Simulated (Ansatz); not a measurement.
# Te (R-3m) in Ansatz: a series of runs

The runs below take Te through band structure, density of states, with LDA, PBEsol+D4.

Everything below comes from runs of Ansatz 0.2.0. Logs are shortened: lines on timing, memory, paths and dates and some standing lists are left out, and cuts for length are marked.

### 1 Starting point

Symmetry: R-3m, No. 166, trigonal system. Conventional cell: a = 4.612 Å, b = 4.612 Å, c = 5.073 Å, α = 90.00°, β = 90.00°, γ = 120.00°. Around Te (site symmetry -3m) lie 6 Te at 3.15 Å.

This isn't the form of Te at room conditions, which is trigonal, of chains.

### 2 Band structure, LDA, spin-orbit coupling, no magnetisation

input.yaml reads:

```yaml
crystal:
  lattice:
    - [2.3059043427, 1.331314493, 1.6909537039]
    - [-2.3059043427, 1.331314493, 1.6909537039]
    - [0.0, -2.662628986, 1.6909537039]
  atoms:
    - { symbol: Te, position: [0.5, 0.5, 0.5] }
kpoints:
  mp_grid: { grid: [7, 7, 7] }
  band_path:
    path:
      - [0.0, 0.0, 0.0]
      - [0.4677709699, -0.5322290301, 0.4677709699]
      - [0.5, -0.5, 0.5]
      - [0.4355419398, 0.4355419398, 0.4355419398]
      - [0.0, 0.0, 0.0]
      - [0.5, -0.5, 0.0]
      - [0.5322290301, -0.4677709699, -0.4677709699]
      - [0.5644580602, -0.4355419398, -0.4355419398]
    npoints: 12
scf:
  occupations: { method: gaussian, width: 0.01 }
hamiltonian:
  xc: lda
  pseudopotentials: { kind: all_electron, lapw: { basis_error: 0.001 } }
magnetization:
  noncollinear: true
  spin_orbit: true
output:
  forces: true
  stress: true
  eigenvalues: true
```

Potentials or basis: all-electron LAPW, relativistic spinors.

On the command line:

```console
$ ansatz run input.yaml --threads 1 --pin off --max-ram 3072MiB --backend cpu --events-out ev --progress --plain --runs-dir out
```

The program printed:

```text
Warning: RAYON_NUM_THREADS=1 ignored (pool sized by the plan → 1); use --threads N
LAPW: plane waves up to 6.863 Å⁻¹, error target 1.0e-3 eV per atom; Dirac's equation on spinors; Te in spheres of 1.577 Å, 24 of its electrons in bands (how accurate: hamiltonian.pseudopotentials.lapw.basis_error, Limitations)
Engine: ansatz 0.2.0, x86_64-unknown-linux-gnu
Pseudopotentials: kind: all_electron
Pseudopotential: Te, LAPW, valence charge 24, lapw/all_electron/dirac/gaussian/Te, Dirac's equation, gaussian nucleus
Functional definition: SPW92
  exchange = slater_x
  correlation = pw_c
non-collinear run that drives no moment, with spin-orbit: no starting moment large enough to seed its density (crystal.atoms[].spin), no starting occupations that ask for one, no magnetisation constraint and no magnetic field, so the semilocal B_xc is pinned to zero
Crystal: 1 atoms, lattice volume = 31.146 Å³
Basis set: ecut = 179.4702678661193 eV, 171 PW (Γ), exchange–correlation at level 2
Bands: 32, of which v1, the nominal top of the filled ones, is band 24 counted from 1 (23 counted from 0)
Symmetry: 12 space group operations + 12 with time reversal
Magnetic group: BNS 166.98 (UNI 1328), of the structure as read, at distance tolerance 3.1e-5 Å
k-points: 44 of 343
Non-local potential: Te, projectors of the file, none
Initial density: superposition of atomic densities (chi_scale 0.1, normalization cell)
Initial wavefunctions: plane waves of lowest kinetic energy (no species holds an atomic orbital)
Functional: x = slater, c = lda
iter 1 solved again at ethr=4.70e-5 eV; its pass at ethr=1.00e-1 eV (dr2=1.13e-2 eV) is discarded
SCF iter   1: F=—  HF=-184795.055497 eV  |F-HF|=—  |Δ(HF+E_count)|=         —  Δρ=7.18e-3  dr2=1.14e-2  dr2_m=0.00e0 (ungated)  ethr=4.70e-5  |M|=0.00e0 ∫|m|=0.00e0 μB  β_m=0.30  ⟨swp⟩=3.3  Hψ=9820  notcnv=0
preconditioner: auto → none  [metal: Δε(μ)=0.009 eV  Ē_g=12.287 eV  σ=0.010 eV  W_gap=0.42  n_scr=6 (ndim 8)  ℏωp=16.3 eV  f_vac=0.042  D(μ)=5.53/eV (n_scr^D=86)  sad-step TF]
SCF iter   2: F=—  HF=-184795.053735 eV  |F-HF|=—  |Δ(HF+E_count)|=   1.76e-3  Δρ=5.73e-3  dr2=7.95e-3  dr2_m=0.00e0 (ungated)  ethr=4.70e-5  |M|=0.00e0 ∫|m|=0.00e0 μB  β_m=0.63  ⟨swp⟩=2.0  Hψ=4054  notcnv=0
iter 3 solved again at ethr=1.05e-6 eV; its pass at ethr=3.31e-5 eV (dr2=2.52e-4 eV) is discarded
SCF iter   3: F=—  HF=-184795.052963 eV  |F-HF|=—  |Δ(HF+E_count)|=   7.72e-4  Δρ=9.84e-4  dr2=2.52e-4  dr2_m=0.00e0 (ungated)  ethr=1.05e-6  |M|=0.00e0 ∫|m|=0.00e0 μB  β_m=0.64  ⟨swp⟩=2.0  Hψ=6794  notcnv=0
SCF iter   4: F=—  HF=-184795.052889 eV  |F-HF|=—  |Δ(HF+E_count)|=   7.40e-5  Δρ=1.28e-4  dr2=5.00e-6  dr2_m=0.00e0 (ungated)  ethr=1.05e-6  |M|=0.00e0 ∫|m|=0.00e0 μB  β_m=0.69  ⟨swp⟩=2.0  Hψ=3929  notcnv=0
SCF iter   5: F=—  HF=-184795.052890 eV  |F-HF|=—  |Δ(HF+E_count)|=   1.29e-6  Δρ=2.69e-5  dr2=1.81e-7  dr2_m=0.00e0 (ungated)  ethr=2.08e-8  |M|=0.00e0 ∫|m|=0.00e0 μB  β_m=0.80  ⟨swp⟩=2.0  Hψ=3924  notcnv=0
SCF iter   6: F=-184795.052890 eV  HF=-184795.052890 eV  |F-HF|=2.91e-10  |Δ(HF+E_count)|=   1.53e-7  Δρ=1.11e-6  dr2=3.19e-10  dr2_m=0.00e0 (ungated)  ethr=7.53e-10  |M|=0.00e0 ∫|m|=0.00e0 μB  ⟨swp⟩=2.8  Hψ=3989  notcnv=0
SCF 1 converged in 6 iterations: F = -184795.052890 eV  dr2 = 3.19e-10
NSCF: frozen V_eff on 85 k-points
SCF converged after 6 iterations
Magnetization: |M| = 0.0000 μB,  M = (+0.0000, +0.0000, +0.0000) μB
Absolute magnetization: 0.0000 μB (∫|m|)
  site 0: m = (+0.0000, +0.0000, +0.0000) μB, |m| = 0.0000 μB  (R = 1.58 Å)
Free energy (F): -184795.052890 eV
Harris-Foulkes:  -184795.052890 eV  (|F-HF|=2.91e-10)
Internal energy: -184795.052598 eV  (E = F + TS)
E sigma→0 (E₀):  -184795.052744 eV
Entropy (-TS):   -0.000292 eV (-0.292 meV/atom)
Fermi energy:    12.120122 eV
--- Per-component energies (eV) ---
  E_band       = -1096.985511
  E_kinetic    = 195366.534645
  E_xc         = -4639.347358
  E_electrostatic = -375522.239886  (all electrons and nuclei)
  E_smearing   = -0.000292  (= −TS)
  E_closure    = 0.000000  (closes the sum)
  E_atoms      = -184791.255147  (free atoms, spherical and without spin; not in F)
  Σ components = -184795.052890   (vs F -184795.052890, Δ=0.00e0)
  Basis errors (estimates in eV, not in F): energy 3.2e-4 per atom: plane waves 3.1e-4 (1.7e-4 summed), levels above the bands 0.0e0, relativity 2.4e-9, radial functions 1.3e-5, core shells 2.1e-10; eigenvalues (radial functions only) 3.5e-6; not estimated: angular momenta, meshes, grids; target (lapw.basis_error) 1.0e-3; muffin-tin radii Te 1.577 Å
--- Forces (eV/Å), atoms counted from 1 ---
  atom   1  Te     0.00000000     0.00000000    -0.00000000
  max |Σ_I F_I| component: 1.38e-25 eV/Å
--- Stress (GPa, compression-positive) ---
       -1.254772      -0.000000       0.000000
        0.000000      -1.254772      -0.000000
        0.000000      -0.000000      -0.577841
  P = ⅓ Tr σ = -1.0291 GPa (-10.291 kbar)
--- Band table (eV; the first three rows and the last of 44) ---
  k-point 0: bands = ["-147.3440", "-147.3440", "-104.4160", "-104.4160", "-94.6256", "-94.6256", "-94.6064", "-94.6064", "-26.0938", "-26.0938", "-26.0703", "-26.0703", "-24.6311", "-24.6311", "-24.6173", "-24.6173", "-24.5729", "-24.5729", "-1.9714", "-1.9714", "12.4567", "12.4567", "13.5391", "13.5391", "13.8047", "13.8047", "18.3000", "18.3000", "18.3023", "18.3023", "18.5862", "18.5862"]
  k-point 1: bands = ["-147.3440", "-147.3440", "-104.4161", "-104.4161", "-94.6257", "-94.6257", "-94.6065", "-94.6065", "-26.0924", "-26.0924", "-26.0687", "-26.0687", "-24.6289", "-24.6289", "-24.6136", "-24.6136", "-24.5747", "-24.5747", "-1.7198", "-1.7198", "10.9400", "10.9400", "13.1466", "13.1466", "13.8972", "13.8972", "18.5470", "18.5470", "18.7683", "18.7683", "21.1332", "21.1332"]
  k-point 2: bands = ["-147.3440", "-147.3440", "-104.4161", "-104.4161", "-94.6259", "-94.6259", "-94.6066", "-94.6066", "-26.0902", "-26.0902", "-26.0644", "-26.0644", "-24.6277", "-24.6277", "-24.6022", "-24.6022", "-24.5777", "-24.5777", "-1.0316", "-1.0316", "8.0177", "8.0177", "13.5736", "13.5736", "14.4384", "14.4384", "19.2176", "19.2176", "19.6012", "19.6012", "23.5054", "23.5054"]
  k-point 43: bands = ["-147.3439", "-147.3439", "-104.4166", "-104.4166", "-94.6268", "-94.6268", "-94.6074", "-94.6074", "-26.0729", "-26.0729", "-26.0524", "-26.0524", "-24.6171", "-24.6171", "-24.5707", "-24.5707", "-24.5692", "-24.5692", "3.1897", "3.1897", "8.3623", "8.3623", "9.0999", "9.0999", "9.6858", "9.6858", "16.2359", "16.2359", "16.3325", "16.3325", "17.6770", "17.6770"]
```

Wall time 54 s (1 thread of Intel Xeon at 2.70GHz, shared host); peak memory 0.37 GiB.

What came out:

```
Free energy             : -184795.0529 eV
Pressure                : -1.0 GPa
Band gap along the path : none (metal or under the smearing width)
```

Stress tensor (GPa, compression positive):
```
-1.25  0.00  0.00
 0.00 -1.25  0.00
 0.00  0.00 -0.58
```

Levels at the corners of the path, in eV from the Fermi level:
```
point  band 23  band 24  band 25  band 26  band 27  band 28  band 29  band 30
    Γ     1.42     1.42     1.68     1.68     6.18     6.18     6.18     6.18
    P    -3.22    -3.22    -2.42    -2.42     3.96     3.96     3.99     3.99
    Z    -3.22    -3.22    -2.43    -2.43     3.86     3.86     3.89     3.89
    Q    -3.19    -3.19    -2.41    -2.41     4.25     4.25     4.27     4.27
    Γ     1.42     1.42     1.68     1.68     6.18     6.18     6.18     6.18
    F    -4.27    -4.27     1.88     1.88     3.80     3.80    10.81    10.81
   P1    -3.22    -3.22    -2.42    -2.42     3.96     3.96     3.99     3.99
   Q1    -3.19    -3.19    -2.41    -2.41     4.25     4.25     4.27     4.27
```

Caveat: the k mesh is thin for a metal, which can move the energy by tens of meV per atom.

### 3 Density of states, PBEsol+D4, spin-orbit coupling, no magnetisation (volume scaled by 0.8)

input.yaml reads:

```yaml
crystal:
  lattice:
    - [2.1406119697, 1.2358828969, 1.569742366]
    - [-2.1406119697, 1.2358828969, 1.569742366]
    - [0.0, -2.4717657939, 1.569742366]
  atoms:
    - { symbol: Te, position: [0.5, 0.5, 0.5] }
kpoints:
  mp_grid: { grid: [7, 7, 7] }
scf:
  occupations: { method: gaussian, width: 0.01 }
hamiltonian:
  xc: pbesol
  dispersion: d4
  pseudopotentials: { kind: all_electron, lapw: { basis_error: 0.001 } }
magnetization:
  noncollinear: true
  spin_orbit: true
output:
  forces: true
  stress: true
  eigenvalues: true
  dos: { projected: false, de: 0.2, e_range: [-10, 8] }
```

Potentials or basis: all-electron LAPW, relativistic spinors.

On the command line:

```console
$ ansatz run input.yaml --threads 1 --pin off --max-ram 3072MiB --backend cpu --events-out ev --progress --plain --runs-dir out
```

It took 30 s on 1 thread of Intel Xeon at 2.70GHz, shared host; peak memory 0.35 GiB.

The run converged. Its results:

* Free energy: -184869.2954 eV
* Pressure: 19.3 GPa
* Band gap on the k mesh: none (metal or under the smearing width)

Stress tensor (GPa, compression positive):
```
20.35  0.00  0.00
 0.00 20.35  0.00
 0.00  0.00 17.15
```

Levels at points of the mesh, in eV from the Fermi level:
```tsv
k point	band 22	band 23	band 24	band 25	band 26	band 27
(0.00, 0.00, 0.00)	0.55	1.65	1.65	1.94	1.94	5.83
```

States per cell in windows of 1 eV (zero at the Fermi level; states under -8 eV left out):
| from (eV) | total |
| --- | --- |
| -8.0 | 0.24 |
| -7.0 | 0.63 |
| -6.0 | 0.66 |
| -5.0 | 0.56 |
| -4.0 | 0.57 |
| -3.0 | 0.45 |
| -2.0 | 0.47 |
| -1.0 | 0.50 |
| 0.0 | 0.51 |
| 1.0 | 0.66 |
| 2.0 | 0.72 |
| 3.0 | 0.58 |
| 4.0 | 0.46 |
| 5.0 | 0.43 |
| 6.0 | 0.54 |
| 7.0 | 0.74 |

Caveat: the k mesh is thin for a metal, which can move the energy by tens of meV per atom; so large a pressure means that the cell lies far from this level's equilibrium, or that cutoff or potentials fall short; pairwise dispersion overbinds metals, which lowers pressure and volume.
